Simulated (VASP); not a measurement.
# W (Fm-3m) in VASP: further runs, part 2 of 2

VASP 6.6.1. The steps go on from the part before.

### 4 Core levels, RPBE+D3, spin-orbit coupling, no magnetisation (cell strained at random at fixed volume)

Input file INCAR:

```
SYSTEM = W
  PREC = Accurate
  ENCUT = 520
  EDIFF = 1E-7
  ISMEAR = -1
  SIGMA = 0.1
  LREAL = .FALSE.
  LASPH = .TRUE.
  NELM = 60
  ALGO = Normal
  ISIF = 2
  LWAVE = .FALSE.
  LCHARG = .FALSE.
  MAGMOM = 0 0 0
  LORBIT = 11
  LSORBIT = .TRUE.
  GGA_COMPAT = .FALSE.
  LMAXMIX = 4
  GGA = RP
  IVDW = 11
  ICORELEVEL = 1
```

Input file KPOINTS:

```
regular mesh
0
G
  8 8 8
  0 0 0
```

Input file POSCAR:

```
W
1.0
   -0.0165850000      2.0517870000      2.0192050000
    2.0356030000     -0.0063100000      2.0089300000
    2.0218550000      2.0277640000      0.0074380000
W
1
Direct
    0.0589180000      0.0594320000     -0.0338500000
```

Potentials or basis: VASP PAW PBE potentials, release 64 (W_sv).

Run with:

```sh
> cat potpaw_PBE.64/W_sv/POTCAR > POTCAR
> mpirun -np 1 vasp_ncl > vasp.out
```

OUTCAR:

```text
SYSTEM = W
   PREC = Accurate
   ENCUT = 520
   EDIFF = 1E-7
   ISMEAR = -1
   LREAL = .FALSE.
   LASPH = .TRUE.
   NELM = 60
   ISIF = 2
   LORBIT = 11
   LSORBIT = .TRUE.
   GGA = RP
   IVDW = 11
 IVDW          = 11

 ion  position               nearest neighbor table
   1  0.059  0.059  0.966-

  LATTYP: Found a triclinic cell.
 ALAT       =     2.8537022043
 B/A-ratio  =     1.0184775263
 C/A-ratio  =     1.0034423915
 COS(alpha) =     0.0029059117
 COS(beta)  =     0.4995244017
 COS(gamma) =     0.5056576031

  Lattice vectors:

 A1 = (  -0.0137480000,   2.0340740000,  -2.0014920000)
 A2 = (  -2.0521880000,   2.0580970000,   0.0102750000)
 A3 = (   2.0218550000,   2.0277640000,   0.0074380000)

Analysis of symmetry for initial positions (statically):
=====================================================================
 Subroutine PRICEL returns:
 Original cell was already a primitive cell.

[... 872 lines left out ...]
 -----------------------------------------------------------------------------------
    total drift:                                0.000001     -0.000002     -0.000003

--------------------------------------------------------------------------------------------------------

  FREE ENERGIE OF THE ION-ELECTRON SYSTEM (eV)
  ---------------------------------------------------
  free  energy   TOTEN  =       -13.5799088916 eV

  energy  without entropy=      -13.5503824201  energy(sigma->0) =      -13.56514566

--------------------------------------------------------------------------------------------------------

--------------------------------------------------------------------------------------------------------

 Spin-Orbit-Coupling matrix elements

 Ion:    1  E_soc:     -1.7108239
 l=   1
     0.0000000    -0.2295179    -0.2292864
    -0.2295179     0.0000000    -0.2295733
    -0.2292864    -0.2295733     0.0000000
 l=   2
     0.0000000    -0.0131105     0.0000000    -0.0131330    -0.0421585
    -0.0131105     0.0000000    -0.0316326    -0.0132998    -0.0109851
     0.0000000    -0.0316326     0.0000000    -0.0317609     0.0000000
    -0.0131330    -0.0132998    -0.0317609     0.0000000    -0.0109540
    -0.0421585    -0.0109851     0.0000000    -0.0109540     0.0000000
 l=   3
     0.0000000     0.0000000     0.0000000     0.0000000     0.0000000     0.0000000     0.0000000
     0.0000000     0.0000000     0.0000000     0.0000000     0.0000000     0.0000000     0.0000000
     0.0000000     0.0000000     0.0000000     0.0000000     0.0000000     0.0000000     0.0000000
     0.0000000     0.0000000     0.0000000     0.0000000     0.0000000     0.0000000     0.0000000
     0.0000000     0.0000000     0.0000000     0.0000000     0.0000000     0.0000000     0.0000000
     0.0000000     0.0000000     0.0000000     0.0000000     0.0000000     0.0000000     0.0000000
     0.0000000     0.0000000     0.0000000     0.0000000     0.0000000     0.0000000     0.0000000

 total charge

# of ion       s       p       d       tot
------------------------------------------
    1        2.399   6.308   3.285  11.992

 magnetization (x)

# of ion       s       p       d       tot
------------------------------------------
    1       -0.000   0.000  -0.000  -0.000

 magnetization (y)

# of ion       s       p       d       tot
------------------------------------------
    1       -0.000  -0.000  -0.000  -0.000

 magnetization (z)

# of ion       s       p       d       tot
------------------------------------------
    1        0.000  -0.000   0.000   0.000

=======================================================================
```

stdout:

```text
POSCAR found type information on POSCAR W
 POSCAR found :  1 types and       1 ions
 scaLAPACK will be used
 -----------------------------------------------------------------------------
|                                                                             |
|                                                                             |
|     You enforced a specific xc type in the INCAR file but a different       |
|     I HOPE YOU KNOW WHAT YOU ARE DOING!                                     |
|                                                                             |
 -----------------------------------------------------------------------------

 LDA part: xc-table for (Slater+PW92), standard interpolation
 POSCAR, INCAR and KPOINTS ok, starting setup
 FFT: planning ... GRIDC
 FFT: planning ... GRID_SOFT
 FFT: planning ... GRID
 WAVECAR not read
 entering main loop
```

Wall time 3.6 min (1 thread of Intel Xeon Platinum 8488C (Sapphire Rapids), shared host); peak memory 0.3 GiB.

Results:

```
Free energy                                           : -13.5799 eV
Pressure                                              : -9.2 GPa
Valence electrons inside the program's atomic spheres : W 11.99
Dispersion energy per atom                            : -0.754 eV
```

Stress tensor (GPa, compression positive):
```
 -8.36  -0.91   0.07
 -0.91  -7.93   0.72
  0.07   0.72 -11.45
```

Core levels (eV, on the scale of the bands):
| atom | levels |
| --- | --- |
| 1 W | 1s -69452.5, 2s -11973.1, 2p -10466.7, 3s -2745.7, 3p -2299.8, 3d -1787.7, 4s -554.1, 4p -407.9, 4d -222.8, 4f -17.7 |

Caveat: the PAW data sets were made with another functional, which shifts forces and pressure a little.

### 5 For comparison

An earlier run on the cell as given: functional PBEsol; potentials or basis VASP PAW PBE potentials, release 64 (W_sv); cutoff 520 eV; k mesh 11 × 11 × 11; occupations fermi-dirac, width 0.05 eV; no spin polarisation.

- Pressure: -12.3 GPa
- Band gap on the k mesh: none (metal or under the smearing width)

### 6 Overview

```csv
task,level,spin,cell,k mesh,smearing,ladder,other keys,pressure (GPa)
band structure,PBE+D4,"SOC, no magnetisation",as given,8 × 8 × 8,methfessel-paxton 0.2 eV,-,-,-
band structure,RPBE+D3,"SOC, no magnetisation",as given,8 × 8 × 8,methfessel-paxton 0.1 eV,-,BMIX = 3; NBANDS = 38,-
core levels,RPBE+D3,"SOC, no magnetisation",cell strained at random at fixed volume,8 × 8 × 8,fermi-dirac 0.1 eV,-,-,-9.2
single point,PBEsol,off,as given,11 × 11 × 11,fermi-dirac 0.05 eV,free,-,-12.3
```

Alike in all rows: potentials or basis VASP PAW PBE potentials, release 64 (W_sv); cutoff (eV) 520.

Caveats: the PAW data sets were made with another functional, which shifts forces and pressure a little (some runs).

Total energies depend on the potentials used, so only differences within one code and one set of settings carry meaning.
